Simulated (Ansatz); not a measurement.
Start of a relaxation, (111) slab as cut from the bulk (KI, Fm-3m (No. 225), (1 1 1) face):

```yaml
crystal:
  lattice:
    - [4.95398, 0.00000, 0.00000]
    - [-2.47699, 4.29027, 0.00000]
    - [0.00000, 0.00000, 23.08981]
  atoms:
    - { symbol: K, position: [0.66667, 0.33333, 0.32482] }
    - { symbol: I, position: [0.00000, 0.00000, 0.41241] }
    - { symbol: K, position: [0.33333, 0.66667, 0.50000] }
    - { symbol: I, position: [0.66667, 0.33333, 0.58759] }
    - { symbol: K, position: [0.00000, 0.00000, 0.67518] }
```

Theory: DFT PBEsol, scalar-relativistic, plane waves, PAW (Ansatz 0.2.0). Cutoff 420 eV; k points 6×6×1 on the computed 5-atom cell (Γ-centred); Gaussian smearing, width 0.05 eV; no spin polarisation. A dipole correction removes the field between periodic images along c.

All atoms are free. The cell is fixed. Force threshold 0.02 eV/Å.

Question: Where does it end?

Answer: The energy falls by 0.005 eV in 3 steps, to:

```
CELL_PARAMETERS angstrom
4.95398 0.00000 0.00000
-2.47699 4.29027 0.00000
0.00000 0.00000 23.08981
ATOMIC_POSITIONS crystal
K 0.66667 0.33333 0.32103
I 0.00000 0.00000 0.41075
K 0.33333 0.66667 0.50000
I 0.66667 0.33333 0.58925
K 0.00000 0.00000 0.67897
```

Spin-orbit coupling is left out, which matters for the bands of heavy elements. Spin polarisation was left out, and a magnetic state may lie lower. Charge leaks into the vacuum, so work functions can be off.